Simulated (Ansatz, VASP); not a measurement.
# Ca in VASP and in Ansatz

File INCAR:

```
PREC = Accurate
ENCUT = 520
EDIFF = 1E-6
ISMEAR = 1
SIGMA = 0.05
LREAL = False
LASPH = True
NELM = 80
ALGO = Normal
ISIF = 2
LWAVE = False
LCHARG = False
GGA = B5
ALDAX = 1.0
AGGAX = 1.0
AGGAC = 1.0
ALDAC = 0.0
NBANDS = 28
```

File KPOINTS:

```
regular mesh
0
Gamma
  7 7 2
```

The input POSCAR:

```
Ca
1.0
    3.9575500000      0.0000000000      0.0000000000
   -1.9787800000      3.4273400000      0.0000000000
    0.0000000000      0.0000000000     12.8694200000
Ca
4
Direct
    0.0000000000      0.0000000000      0.0000000000
    0.3333333333      0.6666666667      0.2500000000
    0.0000000000      0.0000000000      0.5000000000
    0.6666666667      0.3333333333      0.7500000000
```

Input for Ansatz:

```yaml
crystal:
  lattice:
    - [3.95755, 0.0, 0.0]
    - [-1.97878, 3.42734, 0.0]
    - [0.0, 0.0, 12.86942]
  atoms:
    - { symbol: Ca, position: [0.0, 0.0, 0.0] }
    - { symbol: Ca, position: [0.3333333333333333, 0.6666666666666666, 0.25] }
    - { symbol: Ca, position: [0.0, 0.0, 0.5] }
    - { symbol: Ca, position: [0.6666666666666666, 0.3333333333333333, 0.75] }
basis:
  ecutwfc: 550.0
kpoints:
  mp_grid:
    grid: [7, 7, 2]
    shift: [0.0, 0.0, 0.0]
hamiltonian:
  xc: blyp
scf:
  occupations:
    method: cold
    width: 0.05
output:
  stress: true
```

This isn't the form of Ca at room conditions, which is fcc.

Alike in both runs: task single point; functional BLYP; k mesh 7 × 7 × 2; no spin polarisation.

|  | VASP | Ansatz |
| --- | --- | --- |
| version | VASP 6.6.1 | Ansatz 0.2.0 |
| potentials or method | VASP PAW PBE potentials, release 64 (Ca_sv) | plane waves, PAW |
| plane-wave cutoff (eV) | 520 | 550 |
| occupations | methfessel-paxton of order 1, width 0.05 eV | cold, width 0.05 eV |
| valence electrons in the cell | 40 | 40 |

|  | VASP | Ansatz | Ansatz less VASP |
| --- | --- | --- | --- |
| pressure (GPa) | -0.3 | -0.3 | -0.01 |
| largest component of the traceless stress (GPa) | 0.82 | 0.90 | +0.077 |

Caveats: the PAW data sets were made with another functional, which shifts forces and pressure a little (VASP).
